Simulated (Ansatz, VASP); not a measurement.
## TaN in VASP and in Ansatz

```
CELL_PARAMETERS angstrom
2.96337 0.00000 0.00000
-1.48168 2.56635 0.00000
0.00000 0.00000 2.79505
ATOMIC_POSITIONS crystal
Ta 0.33333 0.66667 0.50000
N 0.00000 0.00000 0.00000
```

Alike in both runs: task single point; functional PBEsol; k mesh 21 × 21 × 18; occupations gaussian, width 0.15 eV; no spin polarisation.

|  | VASP | Ansatz |
| --- | --- | --- |
| version | VASP 6.6.1 | Ansatz 0.2.0 |
| potentials or method | VASP PAW PBE potentials, release 64 (Ta_pv, N) | scalar-relativistic, plane waves, PAW |
| plane-wave cutoff (eV) | 520 | 520 |
| valence electrons in the cell | 16 | 18 |

```tsv
	VASP	Ansatz	Ansatz less VASP
gap on the k mesh at the Fermi level (eV)	none	none	-
pressure (GPa)	2.4	1.5	-0.86
largest component of the traceless stress (GPa)	17.98	17.81	-0.166
```

A gap of «none» marks a metal or a gap that the smearing closes. The two sets of potentials don't hold the same shells in valence.

Caveats: the PAW data sets were made with another functional, which shifts forces and pressure a little (VASP). The runs have no spin-orbit coupling, so splittings on Ta are missing.
